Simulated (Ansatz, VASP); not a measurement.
Sc: VASP beside Ansatz

INCAR

```
PREC = Accurate ; ENCUT = 520
EDIFF = 1E-7 ; ISMEAR = -1
SIGMA = 0.1 ; LREAL = False
LASPH = True ; NELM = 60
ALGO = Normal ; ISIF = 2
LWAVE = False ; LCHARG = False
GGA = PS ; NBANDS = 18
```

Contents of KPOINTS:

```
regular mesh
0
Gamma
  10 10 10
```

File POSCAR:

```
Sc
1.0
    0.0000000000      3.2710841837      3.2710841837
    3.2710841837      0.0000000000      3.2710841837
    3.2710841837      3.2710841837      0.0000000000
Sc
2
Direct
    0.1250000000      0.1250000000      0.1250000000
    0.8750000000      0.8750000000      0.8750000000
```

Input for Ansatz:

```yaml
crystal:
  lattice:
    - [0.0, 3.2710841837, 3.2710841837]
    - [3.2710841837, 0.0, 3.2710841837]
    - [3.2710841837, 3.2710841837, 0.0]
  atoms:
    - { symbol: Sc, position: [0.125, 0.125, 0.125] }
    - { symbol: Sc, position: [0.875, 0.875, 0.875] }
hamiltonian:
  xc: pbesol
  pseudopotentials:
    kind: paw
    azcp:
      Sc: "pseudopotentials/Sc.paw.azcp"
basis:
  ecutwfc: 420
  fft_grid_basis: typed
kpoints:
  mp_grid: { grid: [10, 10, 10], shift: [0, 0, 0] }
magnetization:
  spin_polarized: false
scf:
  occupations: { method: fermi_dirac, width: 0.1 }
  lower_state_search: "off"
output:
  stress: true
```

Alike in both runs: task single point; functional PBEsol; k mesh 10 × 10 × 10; occupations fermi-dirac, width 0.1 eV; no spin polarisation.

|  | VASP | Ansatz |
| --- | --- | --- |
| version | VASP 6.6.1 | Ansatz 0.2.0 |
| potentials or method | VASP PAW PBE potentials, release 64 (Sc_sv) | plane waves (420 eV) with PAW, scalar-relativistic |
| plane-wave cutoff (eV) | 520 | 420 |
| valence electrons in the cell | 22 | 22 |

```tsv
	VASP	Ansatz	Ansatz less VASP
pressure (GPa)	-1.0	-1.0	+0.01
```

Ansatz warned: «pseudo_functional_mismatch».

Caveats: the PAW data sets were made with another functional, which shifts forces and pressure a little (VASP).
